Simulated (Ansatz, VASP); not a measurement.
## Two plane-wave programs on Al

INCAR

```
SYSTEM = Al
  PREC = Accurate
  ENCUT = 520
  EDIFF = 1E-6
  ISMEAR = 0
  SIGMA = 0.1
  LREAL = .FALSE.
  LASPH = .TRUE.
  NELM = 60
  ALGO = Normal
  ISIF = 2
  LWAVE = .FALSE.
  LCHARG = .TRUE.
  GGA = PE
  IVDW = 12
  LELF = .TRUE.
  LVHAR = .TRUE.
  NBANDS = 8
```

KPOINTS

```
Automatic mesh
0
G
  18 18 18
  0 0 0
```

File POSCAR:

```
Al
1.0
    0.0000000000      1.9082944588      1.9082944588
    1.9082944588      0.0000000000      1.9082944588
    1.9082944588      1.9082944588      0.0000000000
Al
1
Direct
    0.0000000000      0.0000000000      0.0000000000
```

Input for Ansatz:

```yaml
crystal:
  lattice:
    - [0.0, 1.9082944588, 1.9082944588]
    - [1.9082944588, 0.0, 1.9082944588]
    - [1.9082944588, 1.9082944588, 0.0]
  atoms:
    - { symbol: Al, position: [0.0, 0.0, 0.0] }
basis:
  ecutwfc: 420
kpoints:
  mp_grid: { grid: [18, 18, 18] }
hamiltonian:
  xc: pbe
  dispersion: d3bj
scf:
  occupations: { method: gaussian, width: 0.1 }
output:
  forces: true
  stress: true
  eigenvalues: true
```

Alike in both runs: task single point; functional PBE; dispersion D3(BJ); k mesh 18 × 18 × 18; occupations gaussian, width 0.1 eV; no spin polarisation.

|  | VASP | Ansatz |
| --- | --- | --- |
| version | VASP 6.6.1 | Ansatz 0.2.0 |
| potentials or method | VASP PAW PBE potentials, release 64 (Al) | scalar-relativistic, plane waves, PAW |
| plane-wave cutoff (eV) | 520 | 420 |
| valence electrons in the cell | 3 | 3 |

```csv
,VASP,Ansatz,Ansatz less VASP
gap on the k mesh at the Fermi level (eV),none,none,-
pressure (GPa),14.6,14.6,+0.02
```

A gap of «none» marks a metal or a gap that the smearing closes.

Caveats: pairwise dispersion overbinds metals, which lowers pressure and volume.
